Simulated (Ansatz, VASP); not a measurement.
One calculation of Be, two programs

The input INCAR:

```
PREC = Accurate ; ENCUT = 520
EDIFF = 1E-6 ; ISMEAR = 0
SIGMA = 0.1 ; LREAL = False
LASPH = True ; NELM = 60
ALGO = Normal ; ISIF = 2
LWAVE = False ; LCHARG = True
GGA = PE ; LELF = True
LVHAR = True ; NBANDS = 7
```

The input KPOINTS:

```
Automatic mesh
0
Gamma
  30 30 30
```

The input POSCAR:

```
Be
1.0
    0.0000000000      1.5624707852      1.5624707852
    1.5624707852      0.0000000000      1.5624707852
    1.5624707852      1.5624707852      0.0000000000
Be
1
Direct
    0.5000000000      0.5000000000      0.5000000000
```

Input for Ansatz:

```yaml
crystal:
  lattice:
    - [0.0, 1.5624707852, 1.5624707852]
    - [1.5624707852, 0.0, 1.5624707852]
    - [1.5624707852, 1.5624707852, 0.0]
  atoms:
    - { symbol: Be, position: [0.5, 0.5, 0.5] }
basis:
  ecutwfc: 420
kpoints:
  mp_grid: { grid: [30, 30, 30] }
hamiltonian:
  xc: pbe
scf:
  occupations: { method: gaussian, width: 0.1 }
output:
  forces: true
  stress: true
  eigenvalues: true
```

Alike in both runs: task single point; functional PBE; k mesh 30 × 30 × 30; occupations gaussian, width 0.1 eV; no spin polarisation.

|  | VASP | Ansatz |
| --- | --- | --- |
| version | VASP 6.6.1 | Ansatz 0.2.0 |
| potentials or method | VASP PAW PBE potentials, release 64 (Be) | scalar-relativistic, plane waves, PAW |
| plane-wave cutoff (eV) | 520 | 420 |
| valence electrons in the cell | 2 | 2 |

|  | VASP | Ansatz | Ansatz less VASP |
| --- | --- | --- | --- |
| gap on the k mesh at the Fermi level (eV) | none | none | - |
| pressure (GPa) | 4.0 | 3.9 | -0.15 |

A gap of «none» marks a metal or a gap that the smearing closes. With one functional, cell and mesh, what is left measures potentials, basis and numerics.
